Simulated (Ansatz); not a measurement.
**What SrAgCl3 (model cell, started as cubic perovskite with Sr in the octahedra) distorts into**

Which phase does SrAgCl3 (model cell, started as cubic perovskite with Sr in the octahedra) fall into along its unstable mode, and how much energy does it gain?

Calculated with Ansatz 0.2.0; DFT PBEsol, scalar-relativistic, plane waves, PAW; PAW set soft_1.

The structure was built from a prototype and need not be the compound's stable phase.

## 1. The starting structure

The structure is cubic, space group Pm-3m (No. 221). The conventional cell has a = 5.503 Å, b = 5.503 Å, c = 5.503 Å, α = 90.00°, β = 90.00°, γ = 90.00°. Nearest to Ag lie 12 Cl at 3.89 Å. Nearest to Sr lie 6 Cl at 2.75 Å. Nearest to Cl lie 2 Sr at 2.75 Å. Farther neighbours and most contacts between anions are not listed.

## 2. Phonons on a q mesh

The cell comes from relaxations at this level that are not shown. Stability and thermal properties need the whole zone. Linear response on a 2×2×2 q mesh gives force constants as far as a supercell of that size would, and the tensors from the zone-centre run are typed in so that the long-range dipole term is interpolated apart.

File input.yaml:

```yaml
crystal:
  lattice:
    - [5.5026364874, 0.0, 0.0]
    - [0.0, 5.5026364874, 0.0]
    - [0.0, 0.0, 5.5026364874]
  atoms:
    - { symbol: Ag, position: [0.0, 0.0, 0.0] }
    - { symbol: Sr, position: [0.5, 0.5, 0.5] }
    - { symbol: Cl, position: [0.5, 0.5, 0.0] }
    - { symbol: Cl, position: [0.5, 0.0, 0.5] }
    - { symbol: Cl, position: [0.0, 0.5, 0.5] }
kpoints:
  mp_grid: { grid: [6, 6, 6] }
hamiltonian:
  xc: pbesol
  pseudopotentials: { kind: paw, azcp: { folder: soft_1 }, xc_functional: pbe }
scf:
  occupations: { method: fixed }
output:
  eigenvalues: true
phonons:
  method: dfpt
  qmesh: [2, 2, 2]
  temperatures: { t_max: 1000, t_step: 50 }
  qpath:
    path:
      - [[0.0, 0.0, 0.0], [0.0, 0.5, 0.0], [0.5, 0.5, 0.0], [0.0, 0.0, 0.0], [0.5, 0.5, 0.5], [0.0, 0.5, 0.0]]
      - [[0.5, 0.5, 0.5], [0.5, 0.5, 0.0]]
    npoints: 10
  non_analytic_term:
    high_frequency_dielectric_tensor: [[3.3561, 0.0, 0.0], [0.0, 3.3561, 0.0], [0.0, 0.0, 3.3561]]
    born_effective_charges:
      - { species: Ag, tensor: [[1.743, 0.0, 0.0], [0.0, 1.743, 0.0], [0.0, 0.0, 1.743]] }
      - { species: Sr, tensor: [[2.3561, 0.0, 0.0], [0.0, 2.3561, 0.0], [0.0, 0.0, 2.3561]] }
      - { species: Cl, tensor: [[-1.0739, 0.0, 0.0], [0.0, -1.0739, 0.0], [0.0, 0.0, -1.9513]] }
      - { species: Cl, tensor: [[-1.0739, 0.0, 0.0], [0.0, -1.9513, 0.0], [0.0, 0.0, -1.0739]] }
      - { species: Cl, tensor: [[-1.9513, 0.0, 0.0], [0.0, -1.0739, 0.0], [0.0, 0.0, -1.0739]] }
    source: "zone-centre run at this cell"
```

Command:

```
$ ansatz run input.yaml --threads 4 --pin off --max-ram 16384MiB --backend cpu --events-out ev --progress --plain --runs-dir out
```

Numbers of over 12 decimals in the logs are rounded to 6 here.

Log:

```text
Engine: ansatz 0.2.0, aarch64-unknown-linux-gnu
Pseudopotentials: kind: paw
Pseudopotential: Ag, paw, valence charge 19, recommended cutoff 420 eV (normal), soft_1/Ag.paw.azcp
Pseudopotential: Sr, paw, valence charge 10, recommended cutoff 420 eV (normal), soft_1/Sr.paw.azcp
Pseudopotential: Cl, paw, valence charge 7, recommended cutoff 420 eV (normal), soft_1/Cl.paw.azcp
Functional definition: PBEsol
  exchange = pbesol_x
  correlation = pbesol_c
Crystal: 5 atoms, lattice volume = 166.614 Å³
Basis set: ecut = 420 eV, 3239 PW (Γ), exchange–correlation on 80×80×80 points (8 copies of the dense FFT grid, shifted against one another)
Bands: 30, of which v1, the nominal top of the filled ones, is band 25 counted from 1 (24 counted from 0)
Symmetry: 48 space group operations
k-points: 20 of 216
Non-local potential: Ag, projectors of the file, l = 0: 3, l = 1: 2, l = 2: 2, l = 3: 1
Non-local potential: Sr, projectors of the file, l = 0: 3, l = 1: 2, l = 2: 2
Non-local potential: Cl, projectors of the file, l = 0: 2, l = 1: 2, l = 2: 1
PAW form: soft (Blöchl's): semilocal exchange-correlation on the pseudo side does not see the compensation charge
PAW frozen core: Ag, regenerated for the run's functional, and the local potential with it (the file was generated under x = pbe(κ = 0.804, μ = 0.219515), c = pbe(β = 0.066725))
PAW frozen core: Sr, regenerated for the run's functional, and the local potential with it (the file was generated under x = pbe(κ = 0.804, μ = 0.219515), c = pbe(β = 0.066725))
PAW frozen core: Cl, regenerated for the run's functional, and the local potential with it (the file was generated under x = pbe(κ = 0.804, μ = 0.219515), c = pbe(β = 0.066725))
PAW one-centre angular grid: Ag, 590 points (default); XC on 64 Gauss nodes
PAW one-centre angular grid: Sr, 110 points (default); XC on 64 Gauss nodes
PAW one-centre angular grid: Cl, 110 points (default); XC on 64 Gauss nodes
Initial density: superposition of atomic densities (chi_scale 0.1, normalization cell, long waves kept (reshape's long-wave potential 0.01 eV rms))
Initial wavefunctions: pseudopotential atomic-orbital guess
Functional: x = pbesol(κ = 0.804, μ = 0.123457), c = pbesol(β = 0.046)
SCF iter   1: F=—  HF=-14205.077096 eV  |F-HF|=—  |Δ(HF+E_count)|=         —  Δρ=4.61e-2  dr2=5.76e0  ethr=3.10e-3  ⟨swp⟩=6.9  Hψ=2892  notcnv=0  defer=45
preconditioner: auto → Resta (q_TF=auto, 2.232 Å⁻¹)  ε∞=3.9  [insulator: Δε(μ)=1.140 eV  Ē_g=10.719 eV  n_scr=26 (ndim 8)  ℏωp=18.2 eV  f_vac=0.040  ε∞_Penn≈3.9]
SCF iter   2: F=—  HF=-14203.213883 eV  |F-HF|=—  |Δ(HF+E_count)|=    1.86e0  Δρ=1.55e-2  dr2=1.11e0  ethr=3.10e-3  ⟨swp⟩=4.0  Hψ=1512  notcnv=0  defer=47
SCF iter   3: F=—  HF=-14202.812250 eV  |F-HF|=—  |Δ(HF+E_count)|=   4.02e-1  Δρ=6.11e-3  dr2=1.98e-1  ethr=2.21e-3  ⟨swp⟩=3.0  Hψ=1256  notcnv=0  defer=47
SCF iter   4: F=—  HF=-14202.743269 eV  |F-HF|=—  |Δ(HF+E_count)|=   6.90e-2  Δρ=2.52e-3  dr2=1.57e-2  ethr=3.96e-4  ⟨swp⟩=3.4  Hψ=1080  notcnv=0  defer=55
SCF iter   5: F=—  HF=-14202.741526 eV  |F-HF|=—  |Δ(HF+E_count)|=   1.74e-3  Δρ=8.17e-4  dr2=1.62e-3  ethr=3.14e-5  ⟨swp⟩=3.4  Hψ=1167  notcnv=0  defer=55
SCF iter   6: F=—  HF=-14202.742020 eV  |F-HF|=—  |Δ(HF+E_count)|=   4.95e-4  Δρ=2.33e-4  dr2=1.04e-4  ethr=3.25e-6  ⟨swp⟩=3.0  Hψ=1164  notcnv=0  defer=53
SCF iter   7: F=—  HF=-14202.742195 eV  |F-HF|=—  |Δ(HF+E_count)|=   1.74e-4  Δρ=3.85e-5  dr2=4.36e-6  ethr=2.08e-7  ⟨swp⟩=2.0  Hψ=930  notcnv=0  defer=53
SCF iter   8: F=—  HF=-14202.742203 eV  |F-HF|=—  |Δ(HF+E_count)|=   8.71e-6  Δρ=1.02e-5  dr2=2.22e-7  ethr=8.71e-9  ⟨swp⟩=2.0  Hψ=960  notcnv=0  defer=50
SCF iter   9: F=—  HF=-14202.742204 eV  |F-HF|=—  |Δ(HF+E_count)|=   5.58e-7  Δρ=1.82e-6  dr2=6.98e-9  ethr=4.45e-10  ⟨swp⟩=2.1  Hψ=979  notcnv=0  defer=50
SCF iter  10: F=—  HF=-14202.742204 eV  |F-HF|=—  |Δ(HF+E_count)|=   2.03e-8  Δρ=4.45e-7  dr2=4.63e-10  ethr=1.40e-11  ⟨swp⟩=2.5  Hψ=1065  notcnv=0  defer=51
SCF iter  11: F=—  HF=-14202.742204 eV  |F-HF|=—  |Δ(HF+E_count)|=  9.26e-10  Δρ=1.01e-7  dr2=2.16e-11  ethr=1.00e-12  ⟨swp⟩=2.0  Hψ=898  notcnv=0  defer=51
SCF iter  12: F=-14202.742204 eV  HF=-14202.742204 eV  |F-HF|=5.46e-12  |Δ(HF+E_count)|=  4.73e-11  Δρ=3.00e-8  dr2=1.71e-12  ethr=1.00e-12  ⟨swp⟩=16.3  Hψ=4531  notcnv=0
SCF 1 converged in 12 iterations: F = -14202.742204 eV  dr2 = 1.71e-12
  greatest PAW one-centre occupation: 1.000 electrons in one spin orbital (limit 2), on the Ag atom at site 0 (counted from 0), in its partial waves of l = 0
NSCF: frozen V_eff on 20 k-points
NSCF: frozen V_eff on 64 k-points
DFPT response loops at q = (0, 0, 0) (fractional): preconditioner auto → Resta (q_TF=auto, 2.232 Å⁻¹)  ε∞=6.8 (no band partly filled); β = 1.00, the filter's whole step (`scf.mixing.beta` (0.50) is not read by the response loops at its default; to damp them type it under 1.00, their step now; it binds the ground state too); Broyden in place of MSR1
NSCF: frozen V_eff on 128 k-points
DFPT response loops at q = (0, 0, -0.5) (fractional): mixed as the last ones told, above
NSCF: frozen V_eff on 128 k-points
DFPT response loops at q = (0, -0.5, -0.5) (fractional): mixed as the last ones told, above
NSCF: frozen V_eff on 128 k-points
DFPT response loops at q = (-0.5, -0.5, -0.5) (fractional): mixed as the last ones told, above
SCF converged after 12 iterations
Free energy (F): -14202.742204 eV
Harris-Foulkes:  -14202.742204 eV  (|F-HF|=5.46e-12)
Internal energy: -14202.742204 eV  (E = F + TS)
E sigma→0 (E₀):  -14202.742204 eV
Fermi energy:    1.568985 eV
--- Per-component energies (eV) ---
  E_band       = -679.178289
  E_kinetic    = 1160.208103
  E_local      = -5223.569809  (includes V_loc(G=0)·N_el)
  E_nonlocal   = 368.253100
  E_hartree    = 2136.681218
  E_xc         = -646.771999
  E_vxc        = -698.440221  (∫ρ·V_xc dr)
  E_paw        = -8457.335600  (= ΣΔE_a)
  E_vpaw       = -558.992579  (= ΣTr[D̂ρ^β])
  E_aug_tail   = 0.000686  (compensation charges beyond the density's cutoff)
  E_ewald      = -3540.900290
  E_core_change = 0.692385  (= ΣΔE_core)
  E_smearing   = -0.000000  (= −TS)
  E_closure    = -0.000000  (closes the sum)
  Σ components = -14202.742204   (vs F -14202.742204, Δ=0.00e0)
--- Band table (eV; the first three rows and the last of 20) ---
  k-point 0: bands = [... 21 lower, 1.0877, 1.3344, 1.3344, 1.3344, 2.8792, 7.7202, 7.7202, 7.7202, ... 1 higher]
  k-point 1: bands = [... 21 lower, 1.0491, 1.0811, 1.3105, 1.3105, 3.1422, 7.7431, 7.9085, 7.9085, ... 1 higher]
  k-point 2: bands = [... 21 lower, 0.9120, 1.0685, 1.2970, 1.2970, 3.6572, 7.2059, 7.7908, 8.1712, ... 1 higher]
  k-point 19: bands = [... 21 lower, 0.0977, 1.5557, 1.5557, 1.5557, 3.3294, 8.6806, 8.6806, 8.6806, ... 1 higher]
--- Phonons (Γ-DFPT): 4 representative perturbations + reference (Σ response iterations 12) ---
  ASR residual: 5.420e-5 → 0.000e0 eV/Å²; symmetrization residual: 6.112e-6 eV/Å²
  ASR residual per site (eV/Å²): 2.73e-5 5.42e-5 1.24e-5 1.24e-5 1.24e-5
  Γ frequencies (cm⁻¹): -88.41 -88.41 -88.41 -81.84 -81.84 -81.84 0.00 0.00 0.00 53.42 53.42 53.42 279.02 279.02 279.02
--- Phonons (arbitrary-q DFPT): 4 irreducible q on the 2×2×2 mesh ---
  q = [0.0000, 0.0000, 0.0000] (star 1, of the zone-centre solve; hermiticity 1.57e-6, symmetrization 1.16e-11): -88.41 -88.41 -88.41 -81.84 -81.84 -81.84 -0.00 0.00 0.00 53.42 53.42 53.42 279.02 279.02 279.02
  q = [0.0000, 0.0000, -0.5000] (star 3, 9 solved perturbations in 504 linear systems a pass and spin channel, the states on 64 of 216 k-point pairs; hermiticity 3.98e-7, symmetrization 8.53e-12): -82.52 -82.52 -77.89 -73.67 -73.67 -23.30 -7.35 -7.35 44.86 44.86 44.89 167.36 277.70 278.85 278.85
  q = [0.0000, -0.5000, -0.5000] (star 3, 9 solved perturbations in 504 linear systems a pass and spin channel, the states on 64 of 216 k-point pairs; hermiticity 1.13e-6, symmetrization 1.50e-13): -102.92 -86.99 -86.99 -64.83 -64.83 -52.82 44.21 44.21 45.09 64.22 164.49 164.49 254.52 278.73 285.86
  q = [-0.5000, -0.5000, -0.5000] (star 1, 4 solved perturbations in 184 linear systems a pass and spin channel, the states on 64 of 216 k-point pairs; hermiticity 5.71e-7, symmetrization 8.25e-12): -103.00 -103.00 -103.00 -79.80 -79.80 -79.80 76.99 76.99 76.99 162.86 162.86 162.86 254.31 254.31 292.18
  sum rule: each row above includes the acoustic sum rule's correction from the zone centre's row sums; it moved no ω² by more than (0.41 cm⁻¹)²
  mesh force constants: q→R imaginary residual 4.00e-18; ASR residual 5.420e-5 → 0.000e0 eV/Å²; symmetrization residual 4.441e-15 eV/Å²
  interpolated dispersion: 63 rows × 15 modes
  density of states and harmonic sums: on the 12×12×12 q-mesh, interpolated from the force constants of a 2×2×2 supercell (with the dipole–dipole term of supplied tensors)
  largest difference from the sums on the solved wave vectors: F 2.15e-1 eV, S 2.96e-4 and C_V 8.09e-5 eV/K
  zero-point energy: 0.080533 eV/cell   skipped modes (ω ≤ 0): 532, of them read as no rigid motion or as one in doubt: 529 (6.184e0 modes/cell left out, lowest -103.00 cm⁻¹)   left out of the sums: 4.12e-1 of the cell's modes: C_V's classical limit lies that fraction below 3 k_B per atom; for a crystal, a wire or a layer, F and S can be off by more, and a phonons.interpolated_qmesh denser along its periods is the remedy for the sampling
```

The job ended after 3.1 min (4 threads of Arm Neoverse V1, shared host; peak memory 1.2 GiB; 12 min of CPU time).

In the SCF lines HF is the Harris–Foulkes energy and dr2 the Hartree energy of the density residual, in eV; the loop may stop once dr2 is under the threshold and the program's other checks hold. Hψ counts applications of the Hamiltonian.

Numbers from this step:

- gap on the k-mesh: 1.310 eV
- volume per atom: 33.32 Å³
- sum-rule residual before enforcement: 5.42e-5 eV/Å²
- lowest frequency on the path: -103.0 cm⁻¹
- point group: m-3m
- highest frequency on the path or at a solved wavevector: 304.6 cm⁻¹
- highest optical mode at the zone centre (no LO-TO term): 279.0 cm⁻¹
- lowest optical zone-centre mode: -88.41 cm⁻¹
- lowest mode on the q mesh (acoustic modes at Γ apart): -103 cm⁻¹

Frequencies (cm⁻¹) solved at each irreducible wavevector; negative means imaginary. Frequencies by wavevector, by row:

```
q in reciprocal lattice units  star  mode 1  mode 2  mode 3  mode 4  mode 13  mode 14  mode 15
                        0 0 0     1   -88.4   -88.4   -88.4   -81.8      279      279      279
                     0 0 -0.5     3   -82.5   -82.5   -77.9   -73.7    277.7    278.9    278.9
                  0 -0.5 -0.5     3  -102.9     -87     -87   -64.8    254.5    278.7    285.9
               -0.5 -0.5 -0.5     1    -103    -103    -103   -79.8    254.3    254.3    292.2
```

Interpolated from a 2×2×2 q mesh, with the LO-TO term (at Γ the limit along the path; where Γ stands inside the path, tables give the limit on arrival). Phonon branches along the path, in cm⁻¹:

```
    point  branch 1  branch 2  branch 3  branch 4  branch 12  branch 13  branch 14  branch 15
        Γ       -88       -88       -82       -82         72        279        279        305
  halfway       -86       -86       -80       -78        119        279        279        294
        X       -82       -82       -78       -74        167        278        279        279
  halfway       -95       -82       -82       -77        166        262        279        288
        M      -103       -87       -87       -65        164        254        279        286
  halfway       -92       -85       -82       -75        120        269        279        296
        Γ       -88       -88       -82       -82         72        279        279        305
  halfway       -91       -90       -90       -75        120        269        269        297
        R      -103      -103      -103       -80        163        254        254        292
  halfway       -95       -93       -87       -78        165        260        269        293
        X       -82       -82       -78       -74        167        278        279        279
jump to R      -103      -103      -103       -80        163        254        254        292
  halfway      -103       -94       -94       -78        164        254        265        292
        M      -103       -87       -87       -65        164        254        279        286
```

Symmetry leaves 4 wavevectors to solve. The lowest mode among them, the acoustic zeros apart, lies at q = (-0.5, -0.5, -0.5) and is imaginary, 103.0i cm⁻¹, so the energy falls along it.

## 3. The mode frozen in, largest atomic shift 0 Å

The mode followed lies at q = (-0.5, -0.5, -0.5) with frequency 103.0i cm⁻¹ and is 3-fold degenerate, the softest among the wavevectors solved. At small amplitude the distorted cell has space group no. 140 by a symmetry search on the positions. The undistorted cell that holds it gives the zero of energy on the same k mesh.

System of this step: SrAgCl3 (model cell, started as cubic perovskite with Sr in the octahedra). The structure is cubic, space group Pm-3m (No. 221). Conventional cell: a = 5.503 Å, b = 5.503 Å, c = 5.503 Å, α = 90.00°, β = 90.00°, γ = 90.00°. Nearest to Ag lie 12 Cl at 3.89 Å. Sr has 6 Cl at 2.75 Å nearest. Nearest to Cl lie 2 Sr at 2.75 Å. Farther neighbours and most contacts between anions are not listed.

File input.yaml:

```yaml
crystal:
  lattice:
    - [5.5026364874, 5.5026364874, 0.0]
    - [5.5026364874, 0.0, 5.5026364874]
    - [5.5026364874, 0.0, -5.5026364874]
  atoms:
    - { symbol: Ag, position: [0.0, 0.0, 0.0] }
    - { symbol: Ag, position: [0.0, 0.5, 0.5] }
    - { symbol: Sr, position: [0.5, 0.25, 0.75] }
    - { symbol: Sr, position: [0.5, 0.75, 0.25] }
    - { symbol: Cl, position: [0.5, 0.0, 1.0] }
    - { symbol: Cl, position: [0.5, 0.5, 0.5] }
    - { symbol: Cl, position: [0.0, 0.0, 0.5] }
    - { symbol: Cl, position: [0.0, 0.5, 0.0] }
    - { symbol: Cl, position: [0.5, 0.0, 0.5] }
    - { symbol: Cl, position: [0.5, 0.5, 0.0] }
kpoints:
  mp_grid: { grid: [6, 6, 6] }
hamiltonian:
  xc: pbesol
  pseudopotentials: { kind: paw, azcp: { folder: soft_1 }, xc_functional: pbe }
scf:
  occupations: { method: gaussian, width: 0.02 }
output:
  forces: true
  stress: true
  eigenvalues: true
```

Log:

```text
[...]
Crystal: 10 atoms, lattice volume = 333.229 Å³
Basis set: ecut = 420 eV, 6423 PW (Γ), exchange–correlation on 108×108×108 points (8 copies of the dense FFT grid, shifted against one another)
Bands: 60, of which v1, the nominal top of the filled ones, is band 50 counted from 1 (49 counted from 0)
Symmetry: 96 space group operations
[...]
k-points: 16 of 216
[...]
k-point 0: bands = [... 46 lower, 1.3343, 1.5557, 1.5557, 1.5557, 2.8792, 3.3294, 7.7202, 7.7202, ... 4 higher]
  k-point 1: bands = [... 46 lower, 1.2760, 1.5118, 1.5118, 1.5214, 3.0807, 3.4417, 7.7604, 7.8523, ... 4 higher]
  k-point 2: bands = [... 46 lower, 1.2137, 1.3994, 1.3994, 1.4301, 3.4794, 3.6763, 7.5181, 7.5476, ... 4 higher]
  k-point 15: bands = [... 46 lower, 1.1082, 1.2325, 1.2365, 1.4769, 3.9535, 3.9623, 6.9557, 7.4200, ... 4 higher]
[key lines of the parts left out:]
SCF converged after 9 iterations
Free energy (F): -28405.484442 eV
Fermi energy:    2.224230 eV
P = ⅓ Tr σ = -0.0052 GPa (-0.052 kbar)
```

Elapsed: 6.9 s, on 4 threads; peak memory 0.87 GiB.

Numbers from this step:

| Property | Result |
| --- | --- |
| pressure | -0.005206 GPa |
| energy from the undistorted cell | 0 meV/atom |

At this level the gap is 1.31 eV on the k-mesh of the self-consistent run, which can miss the band edges.

## 4. The mode frozen in, largest atomic shift 0.6 Å

The atoms are moved along the unstable eigenvector, the largest shift by 0.6 Å, with the cell fixed.

input.yaml, the sections that differ from step 3:

```yaml
crystal:
  lattice:
    - [5.5026364874, 5.5026364874, 0.0]
    - [5.5026364874, 0.0, 5.5026364874]
    - [5.5026364874, 0.0, -5.5026364874]
  atoms:
    - { symbol: Ag, position: [0.0, 0.0, 0.0] }
    - { symbol: Ag, position: [0.0, 0.5, 0.5] }
    - { symbol: Sr, position: [0.5, 0.25, 0.75] }
    - { symbol: Sr, position: [0.5, 0.75, 0.25] }
    - { symbol: Cl, position: [0.5, 0.0545193201, 1.0545193201] }
    - { symbol: Cl, position: [0.5, 0.4454806799, 0.4454806799] }
    - { symbol: Cl, position: [0.0, 0.0, 0.5] }
    - { symbol: Cl, position: [0.0, 0.5, 0.0] }
    - { symbol: Cl, position: [0.5, -0.0545193201, 0.5545193201] }
    - { symbol: Cl, position: [0.5, 0.5545193201, -0.0545193201] }
# kpoints, hamiltonian, scf, output: as in step 3
```

Log:

```text
[...]
Crystal: 10 atoms, lattice volume = 333.229 Å³
Basis set: ecut = 420 eV, 6423 PW (Γ), exchange–correlation on 108×108×108 points (8 copies of the dense FFT grid, shifted against one another)
Bands: 60, of which v1, the nominal top of the filled ones, is band 50 counted from 1 (49 counted from 0)
Symmetry: 16 space group operations
[...]
k-points: 30 of 216
[...]
k-point 0: bands = [... 46 lower, 1.2540, 1.2540, 1.4630, 1.4630, 3.2395, 3.8775, 7.6686, 7.6686, ... 4 higher]
  k-point 1: bands = [... 46 lower, 1.1962, 1.2191, 1.4277, 1.4333, 3.4209, 3.9421, 7.7408, 7.7451, ... 4 higher]
  k-point 2: bands = [... 46 lower, 1.1867, 1.2315, 1.3359, 1.3429, 3.7960, 4.0767, 7.5958, 7.6204, ... 4 higher]
  k-point 29: bands = [... 46 lower, 0.9822, 1.1630, 1.2394, 1.2394, 4.1721, 4.2918, 7.1516, 7.7750, ... 4 higher]
[key lines of the parts left out:]
SCF converged after 10 iterations
Free energy (F): -28406.292000 eV
Fermi energy:    2.352656 eV
P = ⅓ Tr σ = -1.2042 GPa (-12.042 kbar)
```

The job ended after 13 s (4 threads; peak memory 0.98 GiB).

This step gave:

```
pressure                         : -1.204 GPa
gap on the k-mesh                : 1.774 eV
energy from the undistorted cell : -80.76 meV/atom
```

The energy, extrapolated to zero smearing, is -80.76 meV/atom against the undistorted cell.

The run ends at a pressure of -1.20 GPa, with forces up to 0.54 eV/Å.

(Part 1 of 3 ends here.)

[Logs are printed without paths, hosts, clocks, repeated set-up lines and the standing remarks that a program may print on its own settings, such as how far it seeks lower states.]

[Hosts, paths, dates, database ids (printed as entryN), source tags and the programs' standing remarks are cut or masked in the printed files.]
